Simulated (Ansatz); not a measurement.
TiAl: energy along a strain

TiAl, Pm-3m, a = 3.179 Å (as given, not relaxed at this level: -2.4 GPa). The structure is a Materials Project entry; whether it is the stable form wasn't checked. Ansatz: PBEsol, PAW, 420 eV, Γ-centred 16×16×16 mesh on 2 atoms, Gaussian smearing 0.15 eV; no spin polarisation. Cell vectors (Å): 3.179 0.000 0.000; 0.000 3.179 0.000; 0.000 0.000 3.179. The cell is strained by x per cent times the pattern (0 0 0 0 0 1) in the order xx yy zz yz xz xy (engineering shears), with fractional coordinates held. y is the free energy over the start, V0 = 16.065 Å³/atom. Symmetry makes y even in x.

```tsv
x (%)	y (meV/atom)
-6.00	?
-3.00	3.02
0.00	0.00
0.75	0.19
1.50	0.75
2.25	1.69
3.75	4.75
4.50	6.87
5.25	9.40
```

**Question.** Fit y = c2 x² + c4 x⁴ to the other rows, get the stiffness along the pattern, and predict the missing energy.

**Answer.** Least squares on the rows shown. y = 0.3335 x² + 0.0002750 x⁴. The clamped-ion stiffness p·C·p = 2 × 3.335 eV × 160.2 / 16.065 Å³ = 67 GPa, which is C66 in these axes (C44 of the cubic crystal) (second derivative at the start, which stands under stress). At x = -6.00 the fit asked for gives 12.36 meV/atom. The run gave 12.36 meV/atom, the same to the digits shown.